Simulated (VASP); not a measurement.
# MgI2 (P-3m1) in VASP: a series of runs

Runs on MgI2. Level: LDA. Tasks: single point.

Everything below comes from runs of VASP 6.6.1. Logs are shortened: lines on timing, memory, paths and dates and some standing lists are left out, and cuts for length are marked.

## Step 1: The cell of the first run

The structure is trigonal, space group P-3m1 (No. 164). The conventional cell has a = 4.004 Å, b = 4.004 Å, c = 6.567 Å, α = 90.00°, β = 90.00°, γ = 120.00°. Mg (site symmetry -3m) has 6 I at 2.88 Å as nearest neighbours. I (site symmetry 3m) has 3 Mg at 2.88 Å as nearest neighbours.

## Step 2: Single point, LDA

File INCAR:

```
SYSTEM = MgI2
PREC = Accurate
ENCUT = 520
EDIFF = 1E-7
ISMEAR = 0
SIGMA = 0.05
LREAL = .False.
LASPH = .True.
NELM = 80
ALGO = Normal
ISIF = 2
LWAVE = .False.
LCHARG = .False.
GGA = CA
NBANDS = 15
```

File KPOINTS:

```
Automatic mesh
0
Gamma
  6 6 4
  0 0 0
```

File POSCAR:

```
MgI2
1.0
    4.0036596225      0.0000000000      0.0000000000
   -2.0018298112      3.4672709412      0.0000000000
    0.0000000000      0.0000000000      6.5674753639
Mg I
1 2
Direct
    0.0000000000      0.0000000000      0.0000000000
    0.3333333333      0.6666666667      0.7373977874
    0.6666666667      0.3333333333      0.2626022126
```

Potentials or basis: VASP PAW LDA potentials, release 64 (Mg, I).

Run with:

```
> cat potpaw_LDA.64/Mg/POTCAR potpaw_LDA.64/I/POTCAR > POTCAR
> mpirun -np 1 vasp_std > vasp.out
```

OUTCAR:

```text
SYSTEM = MgI2
   PREC = Accurate
   ENCUT = 520
   EDIFF = 1E-7
   ISMEAR = 0
   LREAL = .False.
   LASPH = .True.
   NELM = 80
   ISIF = 2
   GGA = CA

 ion  position               nearest neighbor table
   1  0.000  0.000  0.000-   2 2.88   3 2.88   2 2.88   3 2.88   3 2.88   2 2.88
   2  0.333  0.667  0.737-   1 2.88   1 2.88   1 2.88
   3  0.667  0.333  0.263-   1 2.88   1 2.88   1 2.88

  LATTYP: Found a hexagonal cell.
 ALAT       =     4.0036596225
 C/A-ratio  =     1.6403680590

  Lattice vectors:

 A1 = (   4.0036596225,   0.0000000000,   0.0000000000)
 A2 = (  -2.0018298112,   3.4672709412,   0.0000000000)
 A3 = (   0.0000000000,   0.0000000000,   6.5674753639)

Analysis of symmetry for initial positions (statically):
=====================================================================
 Subroutine PRICEL returns:
 Original cell was already a primitive cell.

 Routine SETGRP: Setting up the symmetry group for a
 hexagonal supercell.

 Subroutine GETGRP returns: Found 12 space group operations
 (whereof 12 operations were pure point group operations)
 out of a pool of 24 trial point group operations.

The static configuration has the point symmetry D_3d.

Analysis of symmetry for dynamics (positions and initial velocities):
=====================================================================
 Subroutine PRICEL returns:
 Original cell was already a primitive cell.

 Routine SETGRP: Setting up the symmetry group for a
 hexagonal supercell.

 Subroutine GETGRP returns: Found 12 space group operations
 (whereof 12 operations were pure point group operations)
 out of a pool of 24 trial point group operations.

The dynamic configuration has the point symmetry D_3d.

 Subroutine INISYM returns: Found 12 space group operations
 (whereof 12 operations are pure point group operations),
 and found     1 'primitive' translations

----------------------------------------------------------------------------------------

                                     Primitive cell

  volume of cell :      91.1682

  direct lattice vectors                    reciprocal lattice vectors
     4.003659622  0.000000000  0.000000000     0.249771483  0.144205633  0.000000000
    -2.001829811  3.467270941  0.000000000     0.000000000  0.288411266  0.000000000
     0.000000000  0.000000000  6.567475364     0.000000000  0.000000000  0.152265512

  length of vectors
     4.003659622  4.003659622  6.567475364     0.288411266  0.288411266  0.152265512

  position of ions in fractional coordinates (direct lattice)
     0.000000000  0.000000000  0.000000000
     0.333333333  0.666666667  0.737397787
     0.666666667  0.333333333  0.262602213

[... 92 lines left out ...]
   EFERMI_NEDOS =   21; number of points for ismear=-14 and -15
   IALGO  =     38    algorithm
   IMIX   =      4    mixing-type and parameters
     AMIX     =   0.40;   BMIX     =  1.00
     AMIX_MAG =   1.60;   BMIX_MAG =  1.00
  volume/ion in A,a.u.               =      30.39       205.08
  Fermi-wavevector in a.u.,A,eV,Ry     =   0.916573  1.732072 11.430335  0.840106
  Thomas-Fermi vector in A             =   2.041444
   LORBIT       =      0    0 simple, 1 ext, 2 COOP (PROOUT), +10 PAW based schemes
   GGA     = CA    functional components
   LHFCALC =     F    Hartree Fock is set to
   AEXX    =    0.0000 exact exchange contribution
   IVDW    =     0    specifies the selected vdW correction
   LEPSILON=     F    determine dielectric tensor
   LRPA    =     F    only Hartree local field effects (RPA)
 non-spin polarized calculation
 Gauss-broadening in eV      SIGMA  =   0.05
  energy-cutoff  :      520.00
  volume of cell :       91.17
 maximum number of plane-waves:      2491
 NGX is ok and might be reduce to    30
   NGX = 15   NGY = 15   NGZ = 25

 number of electron      16.0000000 magnetization

 Free energy of the ion-electron system (eV)
  ---------------------------------------------------
  ext. energy  EPLUGINS =         0.00000000
  ---------------------------------------------------
  free energy    TOTEN  =        -9.05722327 eV

  energy without entropy =       -9.05722327  energy(sigma->0) =       -9.05722327

 E-fermi :   3.7185     XC(G=0):  -9.0902

 val. band max:        3.4323879930   @ k =   0.0000   0.0000   0.0000
 cond. band min:       6.6801751846   @ k =   0.3333   0.3333   0.0000
 fundamental gap:      3.2477871916
 Fermi energy:         3.7185306298

 k-point     1 :       0.0000    0.0000    0.0000
  band No.  band energies     occupation
      1      -9.1995      2.00000
      2      -8.2863      2.00000
      3      -0.9238      2.00000
      4       2.9517      2.00000
      5       2.9517      2.00000
      6       3.4181      2.00000
      7       3.4324      2.00000
      8       3.4324      2.00000
      9       7.0552      0.00000
     10       8.1231      0.00000
     11      10.2446      0.00000
     12      10.2446      0.00000
     13      10.5730      0.00000
     14      11.6366      0.00000
[... 401 lines left out ...]
      2      -8.0455      2.00000
      3       0.0033      2.00000
      4       0.0932      2.00000
      5       0.0932      2.00000
      6       0.5815      2.00000
      7       2.7602      2.00000
      8       2.7602      2.00000
      9       8.1504      0.00000
     10       8.5556      0.00000
     11       8.5556      0.00000
     12      10.0949      0.00000
     13      11.8621      0.00000
     14      12.3583      0.00000
     15      12.4718      0.00000

------------------------ aborting loop because EDIFF is reached ----------------------------------------

  FORCE on cell =-STRESS in cart. coord.  units (eV):
  Direction    XX          YY          ZZ          XY          YZ          ZX
  --------------------------------------------------------------------------------------
  -------------------------------------------------------------------------------------
  Total        0.4667601      0.4667601     -0.2682768      0.0000000      0.0000000      0.0000000
  in kB        8.2027776      8.2027776     -4.7146585      0.0000000      0.0000000      0.0000000
  external PRESSURE =       3.8969655 kB  Pullay stress =       0.0000000 kB

 VOLUME and BASIS-vectors are now :
 -----------------------------------------------------------------------------
  energy-cutoff  :      520.00
  volume of cell :       91.17
      direct lattice vectors                 reciprocal lattice vectors
     4.003659622  0.000000000  0.000000000     0.249771483  0.144205633  0.000000000
    -2.001829811  3.467270941  0.000000000     0.000000000  0.288411266  0.000000000
     0.000000000  0.000000000  6.567475364     0.000000000  0.000000000  0.152265512

 POSITION                                       TOTAL-FORCE (eV/Angst)
 -----------------------------------------------------------------------------------
      0.00000      0.00000      0.00000         0.000000      0.000000      0.000000
     -0.00000      2.31151      4.84284         0.000000     -0.000000      0.356060
      2.00183      1.15576      1.72463        -0.000000      0.000000     -0.356060
 -----------------------------------------------------------------------------------
    total drift:                                0.000000     -0.000000     -0.000000

  FREE ENERGIE OF THE ION-ELECTRON SYSTEM (eV)
  ---------------------------------------------------
  free  energy   TOTEN  =        -9.0572232650 eV

  energy  without entropy=       -9.0572232650  energy(sigma->0) =       -9.05722327
```

OSZICAR:

```text
N       E                     dE             d eps       ncg     rms          rms(c)
DAV:   1     0.699514550584E+02    0.69951E+02   -0.58811E+03   720   0.850E+02
DAV:   2    -0.388721618420E+01   -0.73839E+02   -0.66664E+02   987   0.130E+02
DAV:   3    -0.912492943781E+01   -0.52377E+01   -0.52155E+01   972   0.398E+01
DAV:   4    -0.921331321234E+01   -0.88384E-01   -0.88378E-01   963   0.619E+00
DAV:   5    -0.921435003175E+01   -0.10368E-02   -0.10368E-02   951   0.609E-01    0.477E+00
DAV:   6    -0.909183409601E+01    0.12252E+00   -0.91277E-02   825   0.153E+00    0.311E+00
DAV:   7    -0.906011295710E+01    0.31721E-01   -0.95038E-02   825   0.150E+00    0.539E-01
DAV:   8    -0.905731141275E+01    0.28015E-02   -0.76795E-03   811   0.491E-01    0.275E-01
DAV:   9    -0.905724179746E+01    0.69615E-04   -0.83810E-04   958   0.153E-01    0.131E-01
DAV:  10    -0.905722423979E+01    0.17558E-04   -0.46030E-05   902   0.424E-02    0.386E-02
DAV:  11    -0.905722360333E+01    0.63646E-06   -0.33622E-06   923   0.105E-02    0.291E-02
DAV:  12    -0.905722323048E+01    0.37284E-06   -0.64445E-07   846   0.462E-03    0.979E-03
DAV:  13    -0.905722326502E+01   -0.34539E-07   -0.53643E-08   647   0.134E-03
   1 F= -.90572233E+01 E0= -.90572233E+01  d E =-.238189E-17
```

Run time: 15 s. Hardware: 1 thread of AMD EPYC 9R45 (Zen 5), shared host; peak memory 0.15 GiB.

What came out:

| Property | Result |
| --- | --- |
| Free energy | -9.0572 eV |
| Pressure | 0.4 GPa |
| Largest force | 0.356 eV/Å |
| Band gap on the k mesh | 3.25 eV, indirect (least direct gap 3.62 eV) |

Forces on the atoms (eV/Å):
```
Mg   0.000  0.000  0.000
I    0.000  0.000  0.356
I    0.000  0.000 -0.356
```

Caveat: spin-orbit coupling is left out, which moves the levels of the heavy elements. A k mesh can miss the band edges.

## Step 3: Single point, LDA

File INCAR:

```
PREC = Accurate
ENCUT = 520
EDIFF = 1E-6
ISMEAR = 0
SIGMA = 0.05
LREAL = False
LASPH = True
NELM = 60
ALGO = Fast
ISIF = 2
LWAVE = False
LCHARG = False
GGA = CA
NBANDS = 15
```

File KPOINTS:

```
regular mesh
0
Gamma
  6 6 4
```

File POSCAR:

```
MgI2
1.0
    4.1834320243      0.0000000000      0.0000000000
   -2.0917160121      3.6229584080      0.0000000000
    0.0000000000      0.0000000000      6.8623682698
Mg I
1 2
Direct
    0.0000000000      0.0000000000      0.0000000000
    0.3333333333      0.6666666667      0.7523486881
    0.6666666667      0.3333333333      0.2476513119
```

Potentials or basis: VASP PAW LDA potentials, release 64 (Mg, I).

Run with:

```
> cat potpaw_LDA.64/Mg/POTCAR potpaw_LDA.64/I/POTCAR > POTCAR
> mpirun -np 1 vasp_std > vasp.out
```

Run time: 18 s. Hardware: 1 thread of AMD EPYC 9R45 (Zen 5), shared host; peak memory 0.17 GiB.

The run converged. Its results:

* Free energy: -9.0325 eV
* Pressure: -2.4 GPa
* Largest force: 0.353 eV/Å
* Band gap on the k mesh: 3.27 eV, direct

Forces on the atoms (eV/Å):
```
Mg   0.000  0.000  0.000
I    0.000  0.000  0.353
I    0.000  0.000 -0.353
```

Stress tensor (GPa, compression positive):
```
-2.39  0.00  0.00
 0.00 -2.39  0.00
 0.00  0.00 -2.32
```

Levels at points of the mesh, in eV from the valence-band top:
```
           k point  band 5  band 6  band 7  band 8  band 9  band 10  band 11  band 12
(0.00, 0.00, 0.00)   -0.46   -0.09   -0.09    0.00    3.27     4.56     6.55     6.55
(0.50, 0.00, 0.00)   -1.92   -1.37   -0.96   -0.46    3.43     5.08     5.29     6.70
(0.00, 0.00, 0.50)   -0.34   -0.34   -0.21   -0.21    4.34     4.63     6.35     6.35
(0.50, 0.00, 0.50)   -1.17   -1.11   -0.83   -0.74    3.28     4.94     5.59     5.86
```

Caveat: spin-orbit coupling is left out, which moves the levels of the heavy elements. A k mesh can miss the band edges.

## Step 4: Single point, LDA

File INCAR:

```
SYSTEM = MgI2
PREC = Accurate ; ENCUT = 520
EDIFF = 1E-7 ; ISMEAR = 0
SIGMA = 0.05 ; LREAL = .FALSE.
LASPH = .TRUE. ; NELM = 80
ALGO = Fast ; ISIF = 2
LWAVE = .FALSE. ; LCHARG = .FALSE.
NBANDS = 15
```

File KPOINTS:

```
regular mesh
0
G
  6 6 4
  0 0 0
```

File POSCAR:

```
MgI2
1.0
    4.1134023628      0.0000000000      0.0000000000
   -2.0567011814      3.5623109422      0.0000000000
    0.0000000000      0.0000000000      6.7474938499
Mg I
1 2
Direct
    0.0000000000      0.0000000000      0.0000000000
    0.3333333333      0.6666666667      0.7448732377
    0.6666666667      0.3333333333      0.2551267623
```

Run with:

```
> cat potpaw_LDA.64/Mg/POTCAR potpaw_LDA.64/I/POTCAR > POTCAR
> mpirun -np 1 vasp_std > vasp.out
```

It took 20 s on 1 thread of AMD EPYC 9R45 (Zen 5), shared host; peak memory 0.16 GiB.

Results (log left out):

| Item | Value |
| --- | --- |
| Free energy | -9.0599 eV |
| Pressure | -1.7 GPa |
| Largest force | 0.397 eV/Å |
| Band gap on the k mesh | 3.28 eV, indirect (least direct gap 3.39 eV) |

Forces in eV/Å, atoms in the order of the input:
```
Mg   0.000  0.000  0.000
I    0.000  0.000  0.397
I    0.000  0.000 -0.397
```

Stress tensor (GPa, compression positive):
```
-1.47  0.00  0.00
 0.00 -1.47  0.00
 0.00  0.00 -2.09
```

Levels at points of the mesh, in eV from the valence-band top:
```csv
k point,band 5,band 6,band 7,band 8,band 9,band 10,band 11,band 12
"(0.00, 0.00, 0.00)",-0.44,-0.03,-0.03,0.00,3.39,4.64,6.68,6.68
"(0.50, 0.00, 0.00)",-2.15,-1.41,-1.11,-0.45,3.49,5.07,5.11,6.65
"(0.00, 0.00, 0.50)",-0.28,-0.28,-0.20,-0.20,4.58,4.73,6.44,6.44
"(0.50, 0.00, 0.50)",-1.17,-1.14,-0.94,-0.82,3.28,4.82,5.48,5.75
```

Caveat: spin-orbit coupling is left out, which moves the levels of the heavy elements. A k mesh can miss the band edges.

## Step 5: The runs side by side

| cell | gap on the mesh (eV) | pressure (GPa) | largest force (eV/Å) |
| --- | --- | --- | --- |
| shift of I2 along [0 0 1], its symmetry partners moved alike: -0.100 Å in the relaxed cell; volume per atom at fixed shape 30.3894 | 3.25 | 0.4 | 0.36 |
| shift of I2 along [0 0 1], its symmetry partners moved alike: +0.000 Å in the relaxed cell; volume per atom at fixed shape 34.6696 | 3.27 | -2.4 | 0.35 |
| shift of I2 along [0 0 1], its symmetry partners moved alike: -0.050 Å in the relaxed cell; volume per atom at fixed shape 32.9575 | 3.28 | -1.7 | 0.40 |

Alike in all rows: task single point; level LDA; potentials or basis VASP PAW LDA potentials, release 64 (Mg, I); no spin polarisation; k mesh 6 × 6 × 4; cutoff (eV) 520; smearing gaussian 0.05 eV.

Caveats: spin-orbit coupling is left out, which moves the levels of the heavy elements.

Absolute energies hang on the potentials; compare differences alone.
